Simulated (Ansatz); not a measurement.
Wanted: the native input for an Ansatz 0.2.0 run.

```yaml
Task: relaxation of cell and atoms
Functional: PBEsol
Dispersion: D3(BJ)
Potentials_or_basis: Ansatz PAW
Cutoff: "420 eV (not typed: the program's choice for these potentials)"
k_mesh: 11 × 11 × 11
Occupations: fermi-dirac, width 0.05 eV
Spin: no spin polarisation
```

Crystal: Au.

```
Au
1.0
     0.00000    2.03500    2.03500
     2.03500    0.00000    2.03500
     2.03500    2.03500    0.00000
Au
1
Cartesian
  0.0000 0.0000 0.0000
```

These files were run (other wordings do the same):

input.yaml

```yaml
crystal:
  lattice:
    - [0.0, 2.035, 2.035]
    - [2.035, 0.0, 2.035]
    - [2.035, 2.035, 0.0]
  atoms:
    - { symbol: Au, position: [0.0, 0.0, 0.0] }
hamiltonian:
  xc: pbesol
  pseudopotentials: { kind: paw }
  dispersion: d3bj
kpoints:
  mp_grid: { grid: [11, 11, 11] }
scf:
  occupations: { method: fermi_dirac, width: 0.05 }
output:
  forces: true
  stress: true
relax:
  f_tol: 0.01
  max_steps: 40
  cell: { stress_tol: 0.05 }
```

Potentials or basis: Ansatz PAW.

Run with:

```console
$ ansatz run input.yaml --threads 2 --pin off --max-ram 5120MiB --backend cpu --events-out ev --progress --plain --runs-dir out
```

Results of the run:

- Relaxed volume: 16.45 Å³/atom
- Relaxed cell: a = 2.855 Å, b = 2.855 Å, c = 2.855 Å, α = 60.00°, β = 60.00°, γ = 60.00°
- Space group after relaxing (to 0.05 Å): Fm-3m (No. 225)
- Energy gained by relaxing: 5.9 meV/atom
- Ionic steps: 4
- Pressure after relaxing: 0.0 GPa

Caveat: the plane-wave basis is chosen anew once the cell has moved, so the energies of steps on either side of that aren't comparable; the PAW data sets come from PBE, with cores solved anew for the run's functional, which leaves a small shift of forces and pressure.

Run time: 2.1 s on 2 threads of Arm Neoverse V1, with other jobs on the host, peak memory 0.27 GiB.
